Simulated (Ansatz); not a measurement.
FeO:

```
Fe O
1.0
     0.00000    2.15540    2.15540
     2.15540    0.00000    2.15540
     2.15540    2.15540    0.00000
Fe O
1 1
Direct
  0.00000 0.00000 0.00000
  0.50000 0.50000 0.50000
```

Program: Ansatz 0.2.0. Alike in all runs: potentials or basis Ansatz PAW; cell as given; cutoff (eV) 420; smearing fermi-dirac 0.05 eV.

Question: Order these runs on this cell by their pressure, lowest first.
A. level LDA; spin collinear, ferromagnetic start; k mesh 6 × 6 × 6; points for each segment of the path 14; mesh quality coarse
B. level PBEsol; spin collinear, ferromagnetic start; k mesh 6 × 6 × 6; points for each segment of the path 14; mesh quality coarse
C. level RPBE; spin collinear, ferromagnetic start; k mesh 6 × 6 × 6; points for each segment of the path 14; mesh quality coarse
D. level PBE; spin off; k mesh 11 × 11 × 11; mesh quality not flagged
E. level PBE; spin collinear, random start; k mesh 11 × 11 × 11; mesh quality not flagged

Answer: D (-25.7 GPa), A (-15.4 GPa), B (-8.2 GPa), E (-0.2 GPa), C (5.6 GPa).

Caveats: some runs use coarse meshes; a cell with one magnetic atom can't hold antiferromagnetic order, which such compounds often take (some runs); the PAW data sets come from PBE, with cores solved anew for the run's functional, which leaves a small shift of forces and pressure (some runs).
